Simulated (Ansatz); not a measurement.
Input and command of a calculation in Ansatz (plane waves; scalar-relativistic PAW potentials unless the input names others):

```yaml
crystal:
  lattice:
    - [0.0, -2.0431, -2.0431]
    - [0.0, 2.0431, -2.0431]
    - [4.0862, 0.0, 0.0]
  atoms:
    - { symbol: Ag, position: [0.5, 0.5, 0.5110126768] }
    - { symbol: Ag, position: [0.0, 0.0, -0.0110126768] }
  symmetry: { detect: false }
basis:
  ecutwfc: 420
kpoints:
  mp_grid: { grid: [16, 16, 12] }
hamiltonian:
  xc: pbe
  dispersion: d3bj
scf:
  occupations: { method: gaussian, width: 0.15 }
output:
  forces: true
  eigenvalues: true
  stress: true
```

```bash
ansatz run input.yaml --threads 2 --pin off --max-ram 5120MiB --backend cpu --events-out ev --progress --plain --runs-dir out
```

Abridged log:
```
Pseudopotentials: kind: paw
Pseudopotential: Ag, paw, valence charge 19, recommended cutoff 420 eV (normal)
Functional definition: PBE
Crystal: 2 atoms, lattice volume = 34.114 Å³
Basis set: ecut = 420 eV, 673 PW (Γ), exchange–correlation on 40×40×60 points (8 copies of the dense FFT grid, shifted against one another)
Bands: 23, of which v1, the nominal top of the filled ones, is band 19 counted from 1 (18 counted from 0)
Symmetry: 1 space group operations
k-points: 1540 of 3072 (time reversal used)
Initial density: superposition of atomic densities (neutral atoms: chi_scale 0, normalization atom), corrected by the library's trained network
Initial wavefunctions: pseudopotential atomic-orbital guess
Functional: x = pbe(κ = 0.804, μ = 0.21951497), c = pbe(β = 0.06672455)
SCF iter   1: F=—  HF=-15182.242068 eV  |F-HF|=—  |Δ(HF+E_count)|=         —  Δρ=8.64e-4  dr2=3.52e-5  ethr=1.77e-3  ⟨swp⟩=4.4  Hψ=127113  notcnv=0
SCF iter   2: F=—  HF=-15182.242810 eV  |F-HF|=—  |Δ(HF+E_count)|=   7.42e-4  Δρ=4.87e-4  dr2=1.21e-5  ethr=9.27e-8  ⟨swp⟩=3.0  Hψ=91229  notcnv=0
SCF iter   3: F=—  HF=-15182.242893 eV  |F-HF|=—  |Δ(HF+E_count)|=   8.31e-5  Δρ=5.19e-5  dr2=3.17e-7  ethr=3.17e-8  ⟨swp⟩=2.0  Hψ=52311  notcnv=0
SCF iter   4: F=-15182.242894 eV  HF=-15182.242894 eV  |F-HF|=5.11e-8  |Δ(HF+E_count)|=   5.69e-7  Δρ=1.58e-5  dr2=3.09e-8  ethr=8.34e-10  ⟨swp⟩=3.0  Hψ=65400  notcnv=0
SCF iter   5: F=-15182.242894 eV  HF=-15182.242894 eV  |F-HF|=5.93e-10  |Δ(HF+E_count)|=   5.25e-8  Δρ=3.65e-6  dr2=4.40e-9  ethr=8.13e-11  ⟨swp⟩=2.1  Hψ=47972  notcnv=0
SCF iter   6: F=-15182.242894 eV  HF=-15182.242894 eV  |F-HF|=6.55e-11  |Δ(HF+E_count)|=   1.22e-9  Δρ=9.60e-7  dr2=2.83e-10  ethr=1.16e-11  ⟨swp⟩=1.7  Hψ=96566  notcnv=0
SCF 1 converged in 6 iterations: F = -15182.242894 eV  dr2 = 2.83e-10
SCF converged after 6 iterations
Free energy (F): -15182.242894 eV
Harris-Foulkes:  -15182.242894 eV  (|F-HF|=6.55e-11)
Internal energy: -15182.237607 eV  (E = F + TS)
E sigma→0 (E₀):  -15182.240251 eV
Entropy (-TS):   -0.005287 eV (-2.643 meV/atom)
Fermi energy:    17.384303 eV
  E_disp       = -1.177610  (pairwise vdW)
--- Forces (eV/Å), atoms counted from 1 ---
  atom   1  Ag    -0.54908555     0.00000001     0.00000002
  atom   2  Ag     0.54908557    -0.00000003    -0.00000001
--- Stress (GPa, compression-positive) ---
       -0.798775       0.000000       0.000000
        0.000000      -0.425546       0.000000
        0.000000       0.000000      -0.425546
  P = ⅓ Tr σ = -0.5500 GPa (-5.500 kbar)
```

Apart from outputs and empty bands, the input differs from a reference run on usual settings in hamiltonian.dispersion: not typed → "d3bj"; crystal.symmetry: not typed → {"detect": false}. The reference, at the same geometry (not necessarily relaxed), gave pressure 5.16 GPa, largest force 0.548 eV/Å, no gap on the mesh. This run converged in 6 SCF iterations (reference: 6) with an energy at zero smearing 589 meV/atom below the reference's (the Hamiltonian itself differs), pressure -0.55 GPa, largest force 0.549 eV/Å, no gap on the mesh.

It took 29 s on 2 threads of Intel(R) Xeon(R) Platinum 8488C (Sapphire Rapids) (shared host), peak memory 1.3 GiB.